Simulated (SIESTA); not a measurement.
# Ta: optical spectrum with LDA-PZ

Crystal: Ta.

```
Ta
1.0
    -1.62828    1.63859    1.67417
     1.65658   -1.61659    1.68048
     1.63531    1.62362   -1.65217
Ta
1
Direct
  0.99871 0.00134 0.99639
```

The cell isn't the ideal one: cell strained at random at fixed volume.

| Property | Result |
| --- | --- |
| Program | SIESTA 5.4.2 |
| Task | optical spectrum |
| Functional | LDA-PZ |
| Potentials or basis | PseudoDojo 0.4 stringent (LDA files) |
| Basis | DZDP (energy shift 0.003 Ry; two zetas on semicore shells) |
| Grid cutoff | 800 Ry |
| Energy shift | 0.003 Ry |
| k mesh | 11 × 11 × 11 |
| Occupations | fermi-dirac, width 0.05 eV |
| Spin | no spin polarisation |
| broadening (eV) | 0.1 eV |
| window to (eV) | 40 eV |
| Optical mesh offset | true |

| Property | Result |
| --- | --- |
| Pressure | -12.6 GPa |
| Band gap on the k mesh | none (metal or under the smearing width) |

Stress tensor (GPa, compression positive):
```
-12.17  -0.37  -1.40
 -0.37 -11.58  -1.18
 -1.40  -1.18 -14.06
```

Dielectric function (mean over the directions given):
| energy (eV) | real part | imaginary part |
| --- | --- | --- |
| 0.26 | -10.31 | 22.21 |
| 0.65 | 10.83 | 1.25 |
| 1.17 | 19.77 | 4.05 |
| 1.69 | 9.25 | 6.66 |
| 2.21 | 22.63 | 5.89 |
| 2.73 | 15.31 | 21.34 |
| 3.25 | 7.26 | 16.83 |
| 3.77 | 0.54 | 8.70 |
| 4.16 | 11.51 | 6.47 |
| 4.68 | 9.02 | 20.52 |
| 5.20 | 0.64 | 20.31 |
| 5.72 | -9.81 | 15.54 |
| 6.24 | -5.37 | 6.72 |
| 6.76 | -3.21 | 3.55 |
| 7.28 | -2.31 | 2.71 |
| 7.80 | -0.78 | 2.14 |
| 8.19 | -1.76 | 3.56 |
| 8.71 | -0.47 | 5.45 |
| 9.23 | -0.48 | 3.55 |
| 9.75 | -1.69 | 3.99 |
| 10.27 | -2.14 | 2.32 |
| 10.79 | -1.85 | 2.47 |
| 11.31 | -0.65 | 1.93 |
| 11.83 | -0.66 | 2.49 |
| 12.22 | -1.28 | 2.56 |
| 12.74 | -0.58 | 1.75 |
| 13.26 | -0.64 | 1.29 |
| 13.78 | -0.35 | 0.97 |
| 14.30 | -0.70 | 0.67 |
| 14.82 | 0.20 | 0.84 |
| 15.34 | 0.28 | 1.00 |
| 15.86 | -0.30 | 1.12 |
| 16.25 | 0.41 | 0.34 |
| 16.77 | 0.71 | 1.25 |
| 17.29 | -0.01 | 1.35 |
| 17.81 | 0.21 | 0.48 |
| 18.33 | 0.37 | 1.40 |
| 18.85 | 0.02 | 1.36 |
| 19.37 | -0.12 | 0.69 |
| 19.89 | 0.22 | 0.35 |

Wall time 73 s on 1 thread of Arm Neoverse V2, on a shared host, peak memory 0.38 GiB.

Caveat: the basis holds too few empty states to meet the f-sum rule, so the spectrum is short of weight at high energy; short orbitals over semicore shells can move pressures by several GPa; the valence orbitals were made in a potential fitted to the semicore shell under them, which widens gaps by tenths of an eV or more; spectra need much finer meshes, so this one isn't converged; independent-particle spectra lack excitons; the intraband (Drude) part of a metal's response may be missing; the basis of atomic orbitals isn't converged, which shifts pressures, moduli and gaps. Spin-orbit coupling is left out, which matters for the levels of Ta.
